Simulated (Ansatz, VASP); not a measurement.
# BP in two plane-wave programs

Wanted: the spread between two codes on one cell, functional and k mesh. The cell is taken from a series of VASP runs on this material, whose earlier steps may have relaxed, scaled or displaced it; both programs get it as it stands.

Calculated with Ansatz 0.2.0; plane waves, with VASP 6.6.1 beside it; zone-centre phonons at LDA.

**1. Starting point**

Symmetry: F-43m, No. 216, cubic system. The conventional cell has a = 4.444 Å, b = 4.444 Å, c = 4.444 Å, α = 90.00°, β = 90.00°, γ = 90.00°. P has 4 B at 1.92 Å nearest. Nearest to B lie 4 P at 1.92 Å. Farther neighbours are not listed.

**2. VASP: zone-centre phonons, LDA**

Second derivatives magnify differences that forces hide, and they need a tight electronic threshold.

Lines of VASP's logs that name or quote its potential files are left out, and so is its time.

INCAR

```
SYSTEM = BP
PREC = Accurate
ENCUT = 500
EDIFF = 1E-08
NELM = 100
ISMEAR = 0
SIGMA = 0.03
LREAL = .FALSE.
ALGO = Normal
GGA = CA
NBANDS = 10
LORBIT = 11
LWAVE = .FALSE.
LCHARG = .FALSE.
KPAR = 4
IBRION = 8
LEPSILON = .TRUE.
LPEAD = .TRUE.
ISIF = 2
```

POSCAR

```
BP
1.0
    0.0000000000      2.2221641580      2.2221641580
    2.2221641580      0.0000000000      2.2221641580
    2.2221641580      2.2221641580      0.0000000000
P B
1 1
Direct
    0.7500000000      0.7500000000      0.7500000000
    0.0000000000      0.0000000000      0.0000000000
```

KPOINTS

```
Automatic mesh
0
Gamma
16 16 16
0 0 0
```

PAW data sets: P and B (LDA family, release 64).

Launch:

```
$ mpirun -np 4 vasp_std
```

Numbers of over 12 decimals in the logs are rounded to 6 here.

The log of the run:

```text
[banner, memory and clock lines left out]
running    4 mpi-ranks, on    1 nodes
 distrk:  each k-point on    1 cores,    4 groups
 distr:  one band on    1 cores,    1 groups

 POSCAR found type information on POSCAR P B
 POSCAR found :  2 types and       2 ions
 LDA part: xc-table for (Slater(with rela. corr.)+CA(PZ))
 , standard interpolation
 POSCAR, INCAR and KPOINTS ok, starting setup
 FFT: planning ... GRIDC
 FFT: planning ... GRID_SOFT
 FFT: planning ... GRID
 WAVECAR not read
 entering main loop
       N       E                     dE             d eps       ncg     rms          rms(c)
DAV:   1     0.742293800817E+01    0.74229E+01   -0.39578E+03  2916   0.696E+02
DAV:   2    -0.148278715453E+02   -0.22251E+02   -0.21121E+02  4044   0.112E+02
DAV:   3    -0.153630820498E+02   -0.53521E+00   -0.53412E+00  3574   0.160E+01
DAV:   4    -0.153651449086E+02   -0.20629E-02   -0.20625E-02  3536   0.113E+00
DAV:   5    -0.153651536142E+02   -0.87056E-05   -0.87055E-05  3452   0.701E-02    0.804E+00
DAV:   6    -0.145348303899E+02    0.83032E+00   -0.18817E+00  3230   0.656E+00    0.424E+00
DAV:   7    -0.144007136272E+02    0.13412E+00   -0.33230E-01  3722   0.309E+00    0.134E+00
DAV:   8    -0.143874521350E+02    0.13261E-01   -0.36612E-02  3478   0.109E+00    0.257E-01
DAV:   9    -0.143874859576E+02   -0.33823E-04   -0.73974E-04  3304   0.209E-01    0.171E-01
DAV:  10    -0.143874812378E+02    0.47198E-05   -0.13847E-04  3222   0.710E-02    0.357E-02
DAV:  11    -0.143874829950E+02   -0.17572E-05   -0.64100E-06  3602   0.138E-02    0.392E-02
DAV:  12    -0.143874827107E+02    0.28433E-06   -0.18157E-06  3310   0.625E-03    0.101E-02
DAV:  13    -0.143874827174E+02   -0.67221E-08   -0.56029E-08  3450   0.162E-03
   1 F= -.14387483E+02 E0= -.14387483E+02  d E =-.149342E-14
 Linear response reoptimize wavefunctions to high precision
DAV:   1    -0.143874827137E+02    0.36949E-08   -0.14081E-08  3242   0.552E-04
DAV:   2    -0.143874827137E+02   -0.28535E-10   -0.25702E-10  1630   0.133E-04
 Linear response to external field (no local field effect), progress :
  Direction:   1
       N       E                     dE             d eps       ncg     rms          rms(c)
RMM:   1    -0.633826864210E+00   -0.63383E+00   -0.28895E+00  1703   0.322E+00
RMM:   2    -0.657435442655E+00   -0.23609E-01   -0.61723E-03  1740   0.484E-01
RMM:   3    -0.657482869462E+00   -0.47427E-04   -0.45686E-05  1740   0.387E-02
RMM:   4    -0.657483265425E+00   -0.39596E-06   -0.45738E-07  1740   0.415E-03
RMM:   5    -0.657483272731E+00   -0.73054E-08   -0.30041E-09  1634   0.421E-04
 change of polarisation eV/A/(eV/A) component  1 :     1.315     0.696     0.149
 dielectric tensor                  component  1 :    11.842     5.738     1.226
 Linear response to external field (no local field effect), progress :
  Direction:   2
       N       E                     dE             d eps       ncg     rms          rms(c)
RMM:   1    -0.620902170466E+00   -0.62090E+00   -0.27723E+00  1714   0.322E+00
RMM:   2    -0.642978876556E+00   -0.22077E-01   -0.60487E-03  1740   0.474E-01
RMM:   3    -0.643024330115E+00   -0.45454E-04   -0.44115E-05  1740   0.380E-02
RMM:   4    -0.643024701446E+00   -0.37133E-06   -0.43230E-07  1740   0.403E-03
RMM:   5    -0.643024707995E+00   -0.65490E-08   -0.52303E-09  1624   0.402E-04
 change of polarisation eV/A/(eV/A) component  2 :     0.696     1.286    -0.177
 dielectric tensor                  component  2 :     5.739    11.604    -1.459
 Linear response to external field (no local field effect), progress :
  Direction:   3
       N       E                     dE             d eps       ncg     rms          rms(c)
RMM:   1    -0.258845205911E+00   -0.25885E+00   -0.11049E+00  1629   0.225E+00
RMM:   2    -0.267598997262E+00   -0.87538E-02   -0.25703E-03  1740   0.345E-01
RMM:   3    -0.267623076122E+00   -0.24079E-04   -0.20987E-05  1740   0.300E-02
RMM:   4    -0.267623260950E+00   -0.18483E-06   -0.24555E-07  1741   0.329E-03
RMM:   5    -0.267623263621E+00   -0.26709E-08   -0.23954E-09  1639   0.361E-04
 change of polarisation eV/A/(eV/A) component  3 :     0.148    -0.177     0.535
 dielectric tensor                  component  3 :     1.222    -1.459     5.413
 Linear response to external field, progress :
  Direction:   1
       N       E                     dE             d eps       ncg     rms          rms(c)
RMM:   1    -0.504524080905E+00   -0.50452E+00   -0.22556E+00  7203   0.290E+00
RMM:   2    -0.522657582627E+00   -0.18134E-01   -0.49254E-03  7452   0.434E-01    0.119E+00
RMM:   3    -0.507730165231E+00    0.14927E-01   -0.61671E-03 18679   0.455E-01    0.663E-01
RMM:   4    -0.519065271629E+00   -0.11335E-01   -0.58189E-03 21761   0.452E-01    0.110E-01
RMM:   5    -0.522824515018E+00   -0.37592E-02   -0.13678E-04 20048   0.781E-02    0.165E-02
RMM:   6    -0.522884589440E+00   -0.60074E-04   -0.12469E-06 23419   0.931E-03    0.824E-03
RMM:   7    -0.522953364437E+00   -0.68775E-04   -0.14184E-07 23007   0.270E-03    0.366E-04
RMM:   8    -0.522959440176E+00   -0.60757E-05   -0.48664E-09 24639   0.348E-04    0.181E-04
RMM:   9    -0.522959664728E+00   -0.22455E-06   -0.12654E-09 23929   0.191E-04    0.385E-05
RMM:  10    -0.522959438681E+00    0.22605E-06    0.20449E-10 17222   0.354E-05    0.493E-06
 change of polarisation eV/A/(eV/A) component  1 :     0.992     0.236     0.136
 dielectric tensor                  component  1 :     9.183     1.949     1.123
 Linear response to external field, progress :
  Direction:   2
       N       E                     dE             d eps       ncg     rms          rms(c)
RMM:   1    -0.504519233671E+00   -0.50452E+00   -0.22556E+00  7203   0.290E+00
RMM:   2    -0.522657662994E+00   -0.18138E-01   -0.49252E-03  7452   0.434E-01    0.119E+00
RMM:   3    -0.507730220330E+00    0.14927E-01   -0.61672E-03 18681   0.455E-01    0.663E-01
RMM:   4    -0.519065365327E+00   -0.11335E-01   -0.58189E-03 21753   0.452E-01    0.110E-01
RMM:   5    -0.522824601485E+00   -0.37592E-02   -0.13659E-04 20047   0.781E-02    0.165E-02
RMM:   6    -0.522884697532E+00   -0.60096E-04   -0.12282E-06 23428   0.931E-03    0.823E-03
RMM:   7    -0.522953441671E+00   -0.68744E-04   -0.14715E-07 22997   0.270E-03    0.365E-04
RMM:   8    -0.522959521325E+00   -0.60797E-05   -0.46477E-09 24656   0.348E-04    0.180E-04
RMM:   9    -0.522959739250E+00   -0.21792E-06   -0.74322E-10 23933   0.191E-04    0.385E-05
RMM:  10    -0.522959517490E+00    0.22176E-06    0.31735E-09 17216   0.356E-05    0.502E-06
 change of polarisation eV/A/(eV/A) component  2 :     0.150     0.992     0.177
 dielectric tensor                  component  2 :     1.234     9.183     1.463
 Linear response to external field, progress :
  Direction:   3
       N       E                     dE             d eps       ncg     rms          rms(c)
RMM:   1    -0.504521530506E+00   -0.50452E+00   -0.22556E+00  7203   0.290E+00
RMM:   2    -0.522657253604E+00   -0.18136E-01   -0.49329E-03  7452   0.434E-01    0.119E+00
RMM:   3    -0.507730201699E+00    0.14927E-01   -0.61678E-03 18679   0.455E-01    0.663E-01
RMM:   4    -0.519065228949E+00   -0.11335E-01   -0.58187E-03 21759   0.453E-01    0.110E-01
RMM:   5    -0.522824532548E+00   -0.37593E-02   -0.13663E-04 20050   0.781E-02    0.165E-02
RMM:   6    -0.522884686205E+00   -0.60154E-04   -0.12240E-06 23423   0.931E-03    0.824E-03
RMM:   7    -0.522953438579E+00   -0.68752E-04   -0.14143E-07 23003   0.270E-03    0.366E-04
RMM:   8    -0.522959517694E+00   -0.60791E-05   -0.37034E-09 24645   0.348E-04    0.181E-04
RMM:   9    -0.522959740483E+00   -0.22279E-06   -0.15417E-10 23925   0.191E-04    0.385E-05
RMM:  10    -0.522959517628E+00    0.22286E-06    0.33516E-09 17226   0.353E-05    0.502E-06
 change of polarisation eV/A/(eV/A) component  3 :     0.130     0.243     0.992
 dielectric tensor                  component  3 :     1.068     2.005     9.183
 Linear response DOF=           2
 Linear response progress:
  Degree of freedom:   1/  2
       N       E                     dE             d eps       ncg     rms          rms(c)
RMM:   1    -0.438285807468E-01   -0.43829E-01   -0.22653E-03 28905   0.143E+00
RMM:   2    -0.408576861002E-01    0.29709E-02   -0.13711E-03 19267   0.221E-01    0.154E-01
RMM:   3    -0.408472497759E-01    0.10436E-04   -0.73929E-05 20432   0.382E-02    0.874E-02
RMM:   4    -0.411484009017E-01   -0.30115E-03   -0.46380E-05 20287   0.374E-02    0.823E-03
RMM:   5    -0.411153625261E-01    0.33038E-04   -0.81991E-06 21295   0.655E-03    0.390E-03
RMM:   6    -0.411105096508E-01    0.48529E-05   -0.13220E-06 21194   0.827E-04    0.258E-03
RMM:   7    -0.411103689325E-01    0.14072E-06   -0.49403E-07 21477   0.422E-04    0.138E-04
RMM:   8    -0.411098441048E-01    0.52483E-06   -0.50198E-07 21635   0.748E-05    0.652E-05
RMM:   9    -0.411097510806E-01    0.93024E-07   -0.40571E-07 22274   0.251E-05    0.426E-06
RMM:  10    -0.411097735157E-01   -0.22435E-07   -0.54265E-07 22472   0.691E-06    0.562E-06
RMM:  11    -0.411097559999E-01    0.17516E-07   -0.45120E-07 19172   0.486E-06    0.289E-07
RMM:  12    -0.411097628688E-01   -0.68689E-08   -0.52789E-07 10599   0.366E-06    0.103E-07
RMM:  13    -0.411097617707E-01    0.10981E-08   -0.51383E-07  7329   0.363E-06    0.426E-09
 first order change of Fermi-energy  -0.10458E-03
 force on displaced ion       1 direction 1 : -21.032   0.000   0.000
 Born effective charge ion    1 direction 1 :   0.724   0.000   0.000
 Linear response progress:
  Degree of freedom:   2/  2
       N       E                     dE             d eps       ncg     rms          rms(c)
RMM:   1    -0.475337208512E-01   -0.47534E-01   -0.99180E-03 30719   0.116E+00
RMM:   2    -0.436052210142E-01    0.39285E-02   -0.95720E-04 19567   0.242E-01    0.161E-01
RMM:   3    -0.435312970550E-01    0.73924E-04   -0.19896E-04 20116   0.101E-01    0.839E-02
RMM:   4    -0.439725151833E-01   -0.44122E-03   -0.21021E-04 19746   0.945E-02    0.987E-03
RMM:   5    -0.439541436643E-01    0.18372E-04    0.11394E-06 21033   0.114E-02    0.124E-03
RMM:   6    -0.439569293306E-01   -0.27857E-05    0.13990E-07 21017   0.139E-03    0.462E-04
RMM:   7    -0.439555021948E-01    0.14271E-05    0.10886E-07 21458   0.351E-04    0.115E-04
RMM:   8    -0.439557346411E-01   -0.23245E-06   -0.11829E-08 21888   0.620E-05    0.332E-05
RMM:   9    -0.439557245111E-01    0.10130E-07   -0.94726E-08 22401   0.231E-05    0.325E-06
RMM:  10    -0.439557426917E-01   -0.18181E-07   -0.13531E-08 22279   0.709E-06    0.146E-06
RMM:  11    -0.439557354515E-01    0.72401E-08   -0.36230E-08 19620   0.395E-06    0.183E-07
 first order change of Fermi-energy   0.59509E-04
 force on displaced ion       2 direction 1 : -21.034  -0.000  -0.000
 Born effective charge ion    2 direction 1 :  -0.725   0.000   0.000
 Born effective charges drift removed
 Linear response finished
```

OUTCAR, selected parts (step 2):

```text
ion  position               nearest neighbor table
   1  0.750  0.750  0.750-   2 1.92   2 1.92   2 1.92   2 1.92
   2  0.000  0.000  0.000-   1 1.92   1 1.92   1 1.92   1 1.92

  LATTYP: Found a face centered cubic cell.
 ALAT       =     4.4443283160

 Subroutine GETGRP returns: Found 24 space group operations
 (whereof 24 operations were pure point group operations)

The static configuration has the point symmetry T_d .

 Found    145 irreducible k-points:

   k-points           NKPTS =    145   k-points in BZ     NKDIM =    145   number of bands    NBANDS=     10

   dimension x,y,z NGX =    24 NGY =   24 NGZ =   24
   dimension x,y,z NGXF=    48 NGYF=   48 NGZF=   48

   ENCUT  =  500.0 eV  36.75 Ry    6.06 a.u.   5.73  5.73  5.73*2*pi/ulx,y,z

   NELECT =       8.0000    total number of electrons

 k-points in reciprocal lattice and weights: Automatic mesh
   0.00000000  0.00000000  0.00000000       0.000
   0.06250000  0.00000000  0.00000000       0.002
   0.12500000  0.00000000  0.00000000       0.002
   0.18750000  0.00000000  0.00000000       0.002
   0.25000000  0.00000000  0.00000000       0.002
   0.31250000  0.00000000  0.00000000       0.002
   0.37500000  0.00000000  0.00000000       0.002
   0.43750000  0.00000000  0.00000000       0.002
   0.50000000  0.00000000  0.00000000       0.001
[...]
-0.31250000  0.50000000  0.18750000       0.003
  -0.25000000  0.50000000  0.25000000       0.001

 average (electrostatic) potential at core
       1 -81.5329       2 -29.0988

  Total        0.7723123      0.7723123      0.7723123     -0.0000000     -0.0000000      0.0000000
  in kB       56.3826049     56.3826049     56.3826049     -0.0000000     -0.0000000      0.0000000
  external PRESSURE =      56.3826049 kB  Pullay stress =       0.0000000 kB

  energy-cutoff  :      500.00
  volume of cell :       21.95
      direct lattice vectors                 reciprocal lattice vectors
     0.000000000  2.222164158  2.222164158    -0.225005879  0.225005879  0.225005879
     2.222164158  0.000000000  2.222164158     0.225005879 -0.225005879  0.225005879
     2.222164158  2.222164158  0.000000000     0.225005879  0.225005879 -0.225005879

 POSITION                                       TOTAL-FORCE (eV/Angst)
 -----------------------------------------------------------------------------------
      3.33325      3.33325      3.33325         0.000000      0.000000      0.000000
      0.00000      0.00000      0.00000        -0.000000     -0.000000     -0.000000
 -----------------------------------------------------------------------------------
    total drift:                                0.000000      0.000000     -0.000000

 MACROSCOPIC STATIC DIELECTRIC TENSOR (including local field effects in DFT)
 ------------------------------------------------------
           9.182820     0.000000    -0.000000
           0.000000     9.182820     0.000000
           0.000000     0.000000     9.182820
 ------------------------------------------------------

 PIEZOELECTRIC TENSOR (including local field effects)  for field in x, y, z        (C/m^2)
          XX          YY          ZZ          XY          YZ          ZX
  --------------------------------------------------------------------------------
  x     0.00000     0.00000     0.00000     0.00000    -0.21949     0.00000
  y    -0.00000    -0.00000    -0.00000    -0.00000     0.00000    -0.21949
  z     0.00000     0.00000    -0.00000    -0.21949    -0.00000     0.00000

 BORN EFFECTIVE CHARGES (including local field effects) (in |e|, cummulative output)
 ---------------------------------------------------------------------------------
 ion    1
    1     0.72342     0.00000     0.00000
    2    -0.00000     0.72342     0.00000
    3    -0.00000    -0.00000     0.72342
 ion    2
    1    -0.72342    -0.00000    -0.00000
    2     0.00000    -0.72342    -0.00000
    3     0.00000     0.00000    -0.72342

 Eigenvectors and eigenvalues of the dynamical matrix
 ----------------------------------------------------

   1 f  =   25.326891 THz   159.133550 2PiTHz  844.814152 cm-1   104.743558 meV
             X         Y         Z           dx          dy          dz
      3.333246  3.333246  3.333246     0.000000    0.000000   -0.508634
      0.000000  0.000000  0.000000     0.000000    0.000000    0.860983

   2 f  =   25.326891 THz   159.133550 2PiTHz  844.814152 cm-1   104.743558 meV
             X         Y         Z           dx          dy          dz
      3.333246  3.333246  3.333246     0.000000   -0.508634   -0.000000
      0.000000  0.000000  0.000000     0.000000    0.860983    0.000000

   3 f  =   25.326891 THz   159.133550 2PiTHz  844.814152 cm-1   104.743558 meV
             X         Y         Z           dx          dy          dz
      3.333246  3.333246  3.333246     0.508634   -0.000000   -0.000000
      0.000000  0.000000  0.000000    -0.860983    0.000000    0.000000

   4 f/i=    0.000593 THz     0.003728 2PiTHz    0.019793 cm-1     0.002454 meV
             X         Y         Z           dx          dy          dz
      3.333246  3.333246  3.333246     0.419260    0.752006   -0.000000
      0.000000  0.000000  0.000000     0.247682    0.444255    0.000000

   5 f/i=    0.000593 THz     0.003728 2PiTHz    0.019793 cm-1     0.002454 meV
             X         Y         Z           dx          dy          dz
      3.333246  3.333246  3.333246     0.752006   -0.419260    0.000000
      0.000000  0.000000  0.000000     0.444255   -0.247682    0.000000

   6 f/i=    0.000593 THz     0.003728 2PiTHz    0.019793 cm-1     0.002454 meV
             X         Y         Z           dx          dy          dz
      3.333246  3.333246  3.333246     0.000000    0.000000    0.860983
      0.000000  0.000000  0.000000     0.000000    0.000000    0.508634

 MACROSCOPIC STATIC DIELECTRIC TENSOR IONIC CONTRIBUTION
 ------------------------------------------------------
           0.205159    -0.000000    -0.000000
          -0.000000     0.205159     0.000000
          -0.000000     0.000000     0.205159
 ------------------------------------------------------

 ELASTIC MODULI CONTR FROM IONIC RELAXATION (kBar)
 Direction    XX          YY          ZZ          XY          YZ          ZX
 --------------------------------------------------------------------------------
 XX          -0.0000      0.0000     -0.0000     -0.0000      0.0000     -0.0000
 YY           0.0000     -0.0000      0.0000     -0.0000     -0.0000      0.0000
 ZZ          -0.0000      0.0000     -0.0000      0.0000     -0.0000     -0.0000
 XY          -0.0000     -0.0000      0.0000   -294.9610      0.0000     -0.0000
 YZ           0.0000     -0.0000     -0.0000      0.0000   -294.9610      0.0000
 ZX          -0.0000      0.0000     -0.0000     -0.0000      0.0000   -294.9610
 --------------------------------------------------------------------------------

 PIEZOELECTRIC TENSOR IONIC CONTR  for field in x, y, z        (C/m^2)
          XX          YY          ZZ          XY          YZ          ZX
  --------------------------------------------------------------------------------
  x    -0.00000     0.00000     0.00000    -0.00000     0.23147    -0.00000
  y     0.00000    -0.00000     0.00000     0.00000    -0.00000     0.23147
  z     0.00000     0.00000    -0.00000     0.23147    -0.00000     0.00000
```

(Part 1 of 2 ends here.)

[Lines on the potential files, build, host, timing and source positions are cut from VASP's logs without a mark.]

[Logs are printed without paths, hosts, clocks, repeated set-up lines and the standing remarks that a program may print on its own settings, such as how far it seeks lower states.]

[Hosts, paths, dates, database ids (printed as entryN), source tags and the programs' standing remarks are cut or masked in the printed files.]
